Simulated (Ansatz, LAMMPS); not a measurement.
# Relaxing a frame of liquid Al2O3 from 2363 K (130 atoms)

Wanted: the relaxed structure of a frame of liquid Al2O3 from 2363 K (130 atoms) and its electronic structure.

Calculated with Ansatz 0.2.0; Kohn-Sham DFT, PBE, PAW (set soft_2), plane waves.

Report form: the programs' logs are mostly left out.

## (1) Set-up

The cell holds 130 atoms: 52 Al and 78 O. Cell: a = 11.449 Å, b = 11.449 Å, c = 11.449 Å, α = 90.0°, β = 90.0°, γ = 90.0°. 130 atoms (52 Al, 78 O) placed at random at 2.93 g/cm³, melted at 4500 K for 20 ps at fixed volume with the Morse and Coulomb pair potential with partial charges (Pedone, Malavasi, Menziani, Cormack and Segre, J. Phys. Chem. B 110, 11780 (2006)). Snapshot at the end of a hold of 20 ps at 2363 K and fixed volume.

Before any run, some limits are plain. The network of bonds at the start is that of the classical potential that made the cell. The Brillouin zone is sampled at Γ only, in a cell whose shortest periodic width is 11 Å.

## (2) How the cell was made

A classical potential makes the cell, at a small fraction of what the same run would cost in DFT.

This step: classical MD, Morse and Coulomb pair potential with partial charges (Pedone, Malavasi, Menziani, Cormack and Segre, J. Phys. Chem. B 110, 11780 (2006)) (LAMMPS 22 Jul 2025 - Update 4).

in.lmp reads:

```
# melt-quench of Al52O78
units metal
atom_style charge
boundary p p p
region box block 0 11.4492 0 11.4492 0 11.4492
create_box 2 box
mass 1 26.9815   # Al
mass 2 15.9990   # O
create_atoms 1 random 52 124112 NULL overlap 1.5 maxtry 2000
create_atoms 2 random 78 124119 NULL overlap 1.5 maxtry 2000
pair_style hybrid/overlay pedone 5.5 coul/long 8.0
pair_coeff * * coul/long
pair_coeff 1 2 pedone 0.361581 1.900442 2.164818 0.9   # Al-O
pair_coeff 2 2 pedone 0.042395 1.379316 3.618701 22   # O-O
set type 1 charge 1.8
set type 2 charge -1.2
kspace_style pppm 1.0e-4
neigh_modify delay 0 every 1 check yes
thermo_style custom step time temp pe press density
thermo_modify norm yes
timestep 0.002
thermo 100
min_style cg
minimize 1e-4 1e-4 200 2000
reset_timestep 0
velocity all create 4500 124113 mom yes dist gaussian
fix lim all nve/limit 0.05
fix lan all langevin 4500 4500 0.2 124114 zero yes
thermo 500
run 1000 post no
unfix lim
unfix lan
thermo 1666
fix md all nvt temp 4500 4500 0.2
run 10000 post no
unfix md
thermo 1666
fix md all nvt temp 4500 2363 0.2
run 5000 post no
unfix md
compute msd all msd com yes
thermo 2500
fix md all nvt temp 2363 2363 0.2
run 10000 post no
print "== T2363: mean square displacement over the hold $(c_msd[4]:%.2f) A^2"
unfix md
uncompute msd
write_dump all custom T2363.dump id type xs ys zs modify sort id
```

Started as:

```
lmp -in in.lmp -log none -nocite
```

Elapsed: 14 s, on 1 thread of Arm Neoverse V2, shared host; peak memory 0.072 GiB.

## (3) Single point at the start

A single point comes first, to see the forces before anything moves.

input.yaml reads:

```yaml
crystal:
  lattice:
    - [11.4492, 0.0, 0.0]
    - [0.0, 11.4492, 0.0]
    - [0.0, 0.0, 11.4492]
  atoms:
    - { symbol: Al, position: [0.6795, 0.82715, 0.99308] }
    - { symbol: Al, position: [0.16152, 0.25099, 0.56662] }
    - { symbol: Al, position: [0.96478, 0.15438, 0.78968] }
    - { symbol: Al, position: [0.66041, 0.74807, 0.43264] }
    - { symbol: Al, position: [0.03246, 0.82185, 0.78269] }
    - { symbol: Al, position: [0.43681, 0.61111, 0.11984] }
    - { symbol: Al, position: [0.70287, 0.9554, 0.25538] }
    - { symbol: Al, position: [0.8119, 0.28074, 0.52835] }
    - { symbol: Al, position: [0.25517, 0.3891, 0.08923] }
    - { symbol: Al, position: [0.66289, 0.60918, 0.20992] }
    - { symbol: Al, position: [0.23003, 0.42395, 0.38703] }
    - { symbol: Al, position: [0.90997, 0.48235, 0.06155] }
    - { symbol: Al, position: [0.54337, 0.94371, 0.78926] }
    - { symbol: Al, position: [0.4358, 0.29199, 0.46949] }
    - { symbol: Al, position: [0.19475, 0.17998, 0.25716] }
    - { symbol: Al, position: [0.01583, 0.49351, 0.49588] }
    - { symbol: Al, position: [0.71696, 0.14497, 0.71134] }
    - { symbol: Al, position: [0.7543, 0.98667, 0.53438] }
    - { symbol: Al, position: [0.23343, 0.62234, 0.2587] }
    - { symbol: Al, position: [0.64338, 0.21996, 0.33972] }
    - { symbol: Al, position: [0.37059, 0.60629, 0.50663] }
    - { symbol: Al, position: [0.1996, 0.00525, 0.75231] }
    - { symbol: Al, position: [0.40907, 0.37704, 0.90382] }
    - { symbol: Al, position: [0.45989, 0.5994, 0.82567] }
    - { symbol: Al, position: [0.98586, 0.57238, 0.75788] }
    - { symbol: Al, position: [0.23072, 0.70775, 0.74281] }
    - { symbol: Al, position: [0.82618, 0.90654, 0.78879] }
    - { symbol: Al, position: [0.6097, 0.50267, 0.45213] }
    - { symbol: Al, position: [0.51008, 0.3517, 0.17831] }
    - { symbol: Al, position: [0.6906, 0.32171, 0.96056] }
    - { symbol: Al, position: [0.24536, 0.96871, 0.40005] }
    - { symbol: Al, position: [0.05457, 0.24378, 0.03217] }
    [... 92 atom lines left out ...]
    - { symbol: O, position: [0.4606, 0.89032, 0.89894] }
    - { symbol: O, position: [0.35222, 0.71322, 0.24356] }
    - { symbol: O, position: [0.24978, 0.38894, 0.91659] }
    - { symbol: O, position: [0.00258, 0.42189, 0.76295] }
    - { symbol: O, position: [0.63002, 0.33366, 0.44175] }
    - { symbol: O, position: [0.71183, 0.32483, 0.68038] }
kpoints:
  mp_grid: { grid: [1, 1, 1] }
hamiltonian:
  xc: pbe
scf:
  occupations: { method: fermi_dirac, width: 0.204 }
output:
  forces: true
  stress: true
  populations: intrinsic
  dos:
    method: { smearing: { sigma: 0.1 } }
    de: 0.1
    projected: { site_lists: { Al: [Al], O: [O] } }
  eigenvalues: true
```

Started as:

```
ansatz run input.yaml --threads 4 --pin off --max-ram 8192MiB --backend cpu --events-out ev --progress --plain --runs-dir out
```

The job ended after 31 s (4 threads of Arm Neoverse V2, shared host; peak memory 2.1 GiB).

Read from the output:

| Property | Result |
| --- | --- |
| free energy | -72330.0094 eV |
| free energy per atom | -556.3847 eV/atom |
| SCF cycles | 10 |
| pressure | 4.982 GPa |
| r.m.s. force component | 2.558 eV/Å |
| longest force | 13.23 eV/Å |
| Fermi energy | 6.484 eV |
| gap (highest filled to lowest empty level) | 1.442 eV |
| levels partly filled by over 2 per cent | 1 |

The r.m.s. force component of 2.6 eV/Å and the pressure of 5.0 GPa set the starting point.

Neighbours are counted within 2.49 Å (O-Al).

Length of the force by element and coordination:

| element | coordination | atoms | mean length of the force (eV/Å) | spread | least | most |
| --- | --- | --- | --- | --- | --- | --- |
| Al | all | 52 | 4.17 | 2.29 | 1.08 | 13.2 |
| Al | 3 | 1 | 4.91 | 0 | 4.91 | 4.91 |
| Al | 4 | 30 | 4.28 | 2.67 | 1.27 | 13.2 |
| Al | 5 | 16 | 4.13 | 1.85 | 1.08 | 7.51 |
| Al | 6 | 5 | 3.49 | 0.273 | 3.03 | 3.76 |
| O | all | 78 | 3.54 | 2.25 | 0.358 | 12.7 |
| O | 2 | 13 | 4.22 | 2.85 | 0.558 | 9.95 |
| O | 3 | 53 | 3.59 | 2.15 | 0.732 | 12.7 |
| O | 4 | 12 | 2.63 | 1.54 | 0.358 | 5.44 |

## (4) Relaxation

The atoms are relaxed in the fixed cell, aiming at the force tolerance of the input.

input.yaml, the sections that differ from step 3:

```yaml
output:
  forces: true
relax:
  f_tol: 0.03
  max_steps: 200
# crystal, kpoints, hamiltonian, scf: as in step 3
```

The job ended after 3.9 min (4 threads; peak memory 2 GiB; 15 min of CPU time).

The steps of the relaxation:

| step | energy less that of the first step (eV) | largest force component (eV/Å) |
| --- | --- | --- |
| 1 | 0.0000 | 10.4548 |
| 2 | -21.7345 | 5.7561 |
| 3 | -36.8351 | 2.2281 |
| 4 | -43.4148 | 1.1713 |
| 5 | -46.5240 | 1.0846 |
| 6 | -48.5113 | 1.0045 |
| 7 | -49.8701 | 0.6515 |
| 8 | -50.6166 | 0.5505 |
| 9 | -51.3795 | 0.4028 |
| 10 | -51.8553 | 0.2993 |
| 11 | -52.1553 | 0.2455 |
| 12 | -52.3551 | 0.4026 |
| 13 | -52.6010 | 0.7252 |
| 14 | -52.8057 | 0.5100 |
| 15 | -53.0726 | 0.3633 |
| 16 | -53.1907 | 0.1488 |
| 17 | -53.2042 | 0.0548 |
| 18 | -53.2052 | 0.0146 |

The atoms that moved most (Å):

```
atom      dx      dy      dz  length
Al32  -1.268   0.215  -0.089   1.290
O126  -0.962   0.351   0.615   1.194
O104   0.965   0.343  -0.582   1.178
 O74   0.612  -0.499   0.783   1.112
 O71   0.637   0.371  -0.678   1.002
 Al7  -0.827  -0.322   0.155   0.901
Al49  -0.727   0.260   0.290   0.825
 Al8  -0.323  -0.137  -0.722   0.803
```

The relaxation changed the energy by -409 meV/atom, and atoms moved by 0.48 Å r.m.s., 1.3 Å at most.

## (5) Structure statistics after relaxation

Bonds before and after, by the cutoffs listed below:

```csv
pair,bonds before,bonds after,mean before (Å),mean after (Å),spread before (Å),spread after (Å)
O-Al,230,229,1.888,1.840,0.212,0.096
```

Density 2.93 g/cm³, 11.54 Å³ an atom.

Pair distribution functions g(r), in bins of 0.1 Å:

```
r (Å)  total   O-O  O-Al  Al-Al
 1.55   0.00  0.00  0.00   0.00
 1.65   0.05  0.00  0.10   0.00
 1.75   4.29  0.00  8.93   0.00
 1.85   3.59  0.00  7.48   0.00
 1.95   1.30  0.00  2.71   0.00
 2.05   0.24  0.00  0.49   0.00
 2.15   0.09  0.00  0.19   0.00
 2.25   0.09  0.00  0.18   0.00
 2.35   0.03  0.07  0.00   0.00
 2.45   0.35  0.91  0.00   0.15
 2.55   0.43  1.14  0.00   0.13
 2.65   0.93  2.12  0.13   0.63
 2.75   1.36  2.91  0.27   1.17
 2.85   1.20  2.70  0.18   0.87
 2.95   1.71  3.02  0.37   2.75
 3.05   1.61  2.75  0.44   2.54
 3.15   1.21  1.19  0.62   3.03
 3.25   1.11  0.89  0.78   2.60
 3.35   1.12  0.98  1.02   1.74
 3.45   0.96  0.40  1.26   1.34
 3.55   0.88  0.50  1.19   0.77
 3.65   0.87  0.41  1.26   0.73
 3.75   0.88  0.64  1.22   0.38
 3.85   0.87  0.61  1.15   0.60
 3.95   0.88  0.55  1.13   0.85
 4.05   0.79  0.55  1.10   0.38
 4.15   0.99  0.51  1.54   0.41
 4.25   0.95  0.33  1.47   0.78
 4.35   1.00  0.50  1.51   0.60
 4.45   1.08  0.62  1.50   0.85
 4.55   1.19  1.10  1.49   0.47
 4.65   1.06  0.91  1.16   1.10
 4.75   1.01  1.06  0.89   1.29
 4.85   1.03  1.45  0.74   0.94
 4.95   1.03  1.49  0.73   0.86
 5.05   0.93  1.48  0.55   0.83
 5.15   1.02  1.54  0.63   1.03
 5.25   1.00  1.38  0.65   1.19
 5.35   1.12  1.41  0.72   1.64
 5.45   0.95  1.20  0.66   1.25
 5.55   1.02  1.15  0.87   1.20
 5.65   1.00  1.02  0.85   1.41
```

Bonds by pair of elements; cutoffs follow the first minimum of g(r), held within bounds set by covalent radii, and pairs that aren't listed don't count as bonded:

```csv
pair A-B,cutoff (Å),bonds,mean length (Å),spread (Å),shortest (Å),B about A,A about B
O-Al,2.43,229,1.84,0.096,1.69,2.94,4.40
```

How many atoms have how many bonded neighbours:

```csv
element,mean,2,3,4,5,6
Al,4.40,0,0,36,11,5
O,2.94,8,67,3,0,0
```

Bond angles, per cent of each kind in bins of 5°:

```csv
angle (°),O-Al-O,Al-O-Al
65–70,0.2,0.0
70–75,0.5,0.4
75–80,2.0,0.4
80–85,8.2,0.4
85–90,8.7,2.6
90–95,9.7,9.7
95–100,11.7,7.9
100–105,9.5,3.5
105–110,10.7,4.9
110–115,12.5,14.5
115–120,7.5,12.3
120–125,5.7,13.2
125–130,2.5,11.0
130–135,1.0,7.0
135–140,0.7,2.6
140–145,1.2,3.1
145–150,0.0,1.8
150–155,0.0,3.1
155–160,1.8,0.4
160–165,1.8,0.4
165–170,1.8,0.0
170–175,1.5,0.4
175–180,0.7,0.0
```

Bond angles (no mean is given where the spread exceeds 20°):

| angle | count | mean (°) | spread (°) |
| --- | --- | --- | --- |
| O-Al-O | 401 | - | - |
| Al-O-Al | 227 | 117 | 17.1 |

Oxygen atoms by the number of network formers (Si, P, Ge, B, Al, As, Ga) bound to them:

| network formers bound to O | O atoms | per cent |
| --- | --- | --- |
| 0 | 0 | 0 |
| 1 | 0 | 0 |
| 2 | 8 | 10.3 |
| 3 | 67 | 85.9 |
| 4 | 3 | 3.8 |

Network units: each former by its oxygen neighbours and how many of them bridge to another former:

```
former  O neighbours  bridging O  atoms
    Al             4           4     36
    Al             5           5     11
    Al             6           6      5
```

Bond length by coordination (bonds to H left out):

| element | coordination | atoms | mean bond length (Å) |
| --- | --- | --- | --- |
| Al | 4 | 36 | 1.79 |
| Al | 5 | 11 | 1.89 |
| Al | 6 | 5 | 1.97 |
| O | 2 | 8 | 1.73 |
| O | 3 | 67 | 1.84 |
| O | 4 | 3 | 1.96 |

Rings of the network by King's shortest-path rule, up to 12 atoms, one path for each pair of neighbours; H, halogens, alkali and alkaline-earth atoms are left out, and the last column divides by all other atoms, bonded or not:

```
ring size (atoms)  rings  per network atom
                4     29             0.223
                6     72             0.554
                8    100             0.769
               10     41             0.315
               12      1             0.008
```

For some of the pairs, g(r) has its first main peak near 1.8 Å (O-Al). By these cutoffs 69 % of Al atoms have 4 and 86 % of O atoms have 3 bonded neighbours. 10 % of the oxygens bridge two formers (Al) and 0 % are non-bridging; 86 % join three; 4 % join four. The commonest Al unit has 4 oxygens, 4 of them shared with other formers (36 of 52 atoms). Bonds at O atoms with 2 neighbours average 1.73 Å, against 1.96 Å at those with 4. Rings of 8 atoms are the most common (41 % of those counted); sizes run from 4 to 12, where the search stops.

(Continued in part 2 of 2.)

[Logs are printed without paths, hosts, clocks, repeated set-up lines and the standing remarks that a program may print on its own settings, such as how far it seeks lower states.]

[Hosts, paths, dates, database ids (printed as entryN), source tags and the programs' standing remarks are cut or masked in the printed files.]
